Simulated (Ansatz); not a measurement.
Stackings of close-packed layers of Ir (one atom a layer), each relaxed to a stress under 0.05 GPa; h and k mark layers whose two neighbours have the same or different letters; energies count from the stacking AB (P6_3/mmc).

The calculation used Ansatz 0.2.0, DFT PBE, scalar-relativistic, plane waves, PAW.

Cutoff 420 eV, Gaussian smearing of 0.10 eV, energies at zero smearing, symmetry of each start kept, no spin polarisation.

```
                    start atoms k mesh excess energy (meV/atom) spacing of like layers (Å) a (Å)
                ABC (kkk)      3  18×18×7                     -75.3                       2.235  2.736
              ABAC (khkh)      4  18×18×5                     -41.0                       2.234  2.740
          ABCACB (hkkhkk)      6  18×18×4                     -52.6                       2.237  2.737
    ABABCBCAC (khhkhhkhh)      9  18×18×3                     -26.6                       2.237  2.739
    ABACBACAB (hhkkkkhkh)      9  18×18×3                     -41.1                       2.235  2.739
ABCABCACBAC (kkkkkkhkkkh)     11  18×18×2                     -61.8                       2.236  2.737
```

Zero in every row: gap on the mesh (eV).

Spin-orbit coupling is left out, which matters for the bands of heavy elements.

Small energy differences in metals hang on the k mesh (about 10 mJ/m² or 1 to 2 meV/atom on the mesh of the relaxation).